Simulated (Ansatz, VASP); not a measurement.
Mg in VASP and in Ansatz

File INCAR:

```
SYSTEM = Mg
ALGO = Normal ; EDIFF = 1E-6
ENCUT = 520 ; GGA = PE
ISIF = 2 ; ISMEAR = -1
LASPH = .True. ; LCHARG = .True.
LELF = .True. ; LREAL = .False.
LVHAR = .True. ; LWAVE = .False.
NBANDS = 9 ; NELM = 100
PREC = Accurate ; SIGMA = 0.08
```

File KPOINTS:

```
k-points
0
Gamma
  12 12 7
  0 0 0
```

Contents of POSCAR:

```
Mg
1.0
    3.1129933865      0.0000000000      0.0000000000
   -1.5564966932      2.6959313546      0.0000000000
    0.0000000000      0.0000000000      5.2103300000
Mg
2
Direct
    0.3333333333      0.6666666667      0.2500000000
    0.6666666667      0.3333333333      0.7500000000
```

Input for Ansatz:

```yaml
crystal:
  lattice:
    - [3.1129933865, 0.0, 0.0]
    - [-1.5564966932, 2.6959313546, 0.0]
    - [0.0, 0.0, 5.21033]
  atoms:
    - { symbol: Mg, position: [0.3333333333, 0.6666666667, 0.25] }
    - { symbol: Mg, position: [0.6666666667, 0.3333333333, 0.75] }
kpoints:
  mp_grid: { grid: [12, 12, 7] }
scf:
  occupations: { method: fermi_dirac, width: 0.08 }
hamiltonian:
  xc: pbe
  pseudopotentials: { kind: all_electron, lapw: { basis_error: 0.0005 } }
output:
  forces: true
  stress: true
  eigenvalues: true
```

Change from the starting cell: x and y stretched by -3 %, z held.

Alike in both runs: task single point; functional PBE; k mesh 12 × 12 × 7; occupations fermi-dirac, width 0.08 eV; no spin polarisation.

|  | VASP | Ansatz |
| --- | --- | --- |
| version | VASP 6.6.1 | Ansatz 0.2.0 |
| potentials or method | VASP PAW PBE potentials, release 64 (Mg) | all-electron LAPW, scalar-relativistic |
| plane-wave cutoff (eV) | 520 | see its input |

```tsv
	VASP	Ansatz	Ansatz less VASP
pressure (GPa)	1.9	2.0	+0.10
largest component of the traceless stress (GPa)	1.88	1.87	-0.007
```

Ansatz ran all-electron here, so the differences hold the error of VASP's frozen core and of both bases.
